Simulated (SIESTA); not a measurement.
SrO under changes of volume

One of the cells (17.239 Å³/atom); the others are scaled copies at fixed shape and fractional positions:

```
Sr O
1.0
     0.00000    2.58330    2.58330
     2.58330    0.00000    2.58330
     2.58330    2.58330    0.00000
Sr O
1 1
Cartesian
  2.5833 2.5833 2.5833
  0.0000 0.0000 0.0000
```

| Property | Result |
| --- | --- |
| Program | SIESTA 5.4.2 |
| Functional | PBE |
| Potentials or basis | PseudoDojo 0.4 standard (PBE files) |
| Basis | DZP (energy shift 0.003 Ry; two zetas on semicore shells; d shell added on Sr) |
| Grid cutoff | 800 Ry |
| Energy shift | 0.003 Ry |
| k mesh | 9 × 9 × 9 |
| Occupations | fermi-dirac, width 0.05 eV |
| Spin | no spin polarisation |

```csv
volume (Å³/atom),energy over the lowest point (meV/atom),pressure (GPa),gap on the mesh (eV)
15.887,57.51,11.7,3.27
16.225,?,?,?
16.563,19.75,6.3,3.30
17.239,2.25,2.0,3.32
17.577,0.00,0.2,3.33
17.915,1.44,-1.5,3.33
```

Q: What does the run at 16.225 Å³/atom give?

A: Energy over the lowest point 35.85 meV/atom; pressure 8.9 GPa; gap on the mesh 3.28 eV.

Worked out: A Birch-Murnaghan fit of order 3 (a polynomial in V^(-2/3)) to the other rows has its minimum at 17.61 Å³/atom with B0 = V·E''(V) = 92 GPa and B' = 4.1. It gives 35.83 meV/atom at 16.225 Å³/atom, against the run's 35.85, and -dE/dV = 8.9 GPa, against 8.9. A straight line through the other rows of the gap, of slope 0.518 eV per unit of ln V, gives 3.29 eV, against the run's 3.28.

Energies are extrapolated to zero smearing.

Caveats: an odd mesh through Γ misses points on the zone boundary, where band edges often lie; the basis of atomic orbitals isn't converged, which shifts pressures, moduli and gaps. Spin-orbit coupling on Sr is left out.
